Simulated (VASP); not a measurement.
Here is a VASP 6.6.1 calculation.

INCAR

```
PREC = Accurate ; ENCUT = 600
EDIFF = 1E-6 ; ISMEAR = 0
SIGMA = 0.1 ; LREAL = F
LASPH = T ; NELM = 100
ALGO = Fast ; ISIF = 3
LWAVE = F ; LCHARG = F
GGA = PE ; IBRION = 2
NSW = 100 ; EDIFFG = -0.01
```

Contents of KPOINTS:

```
regular mesh
0
Gamma
  8 8 8
```

POSCAR

```
ScAl4
1.0
    5.2668370842      0.0000000000      0.0000000000
    0.0000000000      5.2668370842      0.0000000000
    0.0000000000      0.0000000000      5.2668370842
Sc Al
1 4
Direct
    0.5000000000      0.5000000000      0.5000000000
    0.0000000000      0.0000000000      0.0000000000
    0.0000000000      0.5000000000      0.5000000000
    0.5000000000      0.0000000000      0.5000000000
    0.5000000000      0.5000000000      0.0000000000
```

Potentials or basis: VASP PAW PBE potentials, release 64 (Sc_sv, Al).

Run with:

```bash
$ cat potpaw_PBE.64/Sc_sv/POTCAR potpaw_PBE.64/Al/POTCAR > POTCAR
$ mpirun -np 1 vasp_std > vasp.out
```

(1) Predict the relaxed volume.

(2) What does it give for the space group after relaxing (to 0.05 Å)?

## Answers

(1) 29.59 Å³/atom.

(2) Pm-3m (No. 221).
